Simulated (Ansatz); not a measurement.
The system is Ni.

```
Ni
1.0
     2.44802    0.00000    0.00000
    -1.22401    2.12005    0.00000
     0.00000    0.00000    4.07281
Ni
2
Direct
  0.66667 0.33333 0.75000
  0.33333 0.66667 0.25000
```

This isn't the form of Ni at room conditions, which is fcc.

Base run:

* Program: Ansatz 0.2.0
* Functional: PBEsol
* Potentials or basis: Ansatz PAW
* Cutoff: 420 eV (not typed: the program's choice for these potentials)
* k mesh: 12 × 12 × 7
* Occupations: fermi-dirac, width 0.05 eV
* Spin: no spin polarisation

Its results: band gap on the k mesh none (metal or under the smearing width); pressure -4.3 GPa.

Q: The run is repeated on the same cell with these changes: spin from no spin polarisation to collinear spin, random start. What comes out?

A: Band gap on the k mesh none (metal or under the smearing width); pressure -3.0 GPa; net moment 1.30 μB per cell; site moments Ni +0.69 μB.

Caveats: the PAW data sets come from PBE, with cores solved anew for the run's functional, which leaves a small shift of forces and pressure; the starting moments weren't kept (some runs).
